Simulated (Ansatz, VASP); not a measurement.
# Two plane-wave programs on ZnO

```
CELL_PARAMETERS angstrom
3.27950 0.00000 0.00000
-1.63975 2.84013 0.00000
0.00000 0.00000 5.29336
ATOMIC_POSITIONS crystal
Zn 0.33333 0.66667 0.49997
Zn 0.66667 0.33333 0.99997
O 0.66667 0.33333 0.37904
O 0.33333 0.66667 0.87904
```

Alike in both runs: functional PBE; k mesh 9 × 9 × 6; no spin polarisation.

Ansatz relaxed the structure, and its values are those at the end. VASP's run is a single point on that final structure, the one shown.

|  | VASP | Ansatz |
| --- | --- | --- |
| version | VASP 6.6.1 | Ansatz 0.2.0 |
| potentials or method | VASP PAW PBE potentials, release 64 (Zn, O) | scalar-relativistic, plane waves, PAW |
| plane-wave cutoff (eV) | 520 | 420 |
| occupations | gaussian, width 0.01 eV | fixed |
| valence electrons in the cell | 36 | 36 |

|  | VASP | Ansatz | Ansatz less VASP |
| --- | --- | --- | --- |
| gap on the k mesh at the Fermi level (eV) | 0.73 | 0.74 | +0.016 |
| least direct gap on the mesh (eV) | 0.73 | 0.74 | +0.016 |
| pressure (GPa) | 0.9 | 0.0 | -0.89 |

Expect the measured gap to be larger: semilocal functionals such as PBE lack the derivative discontinuity.
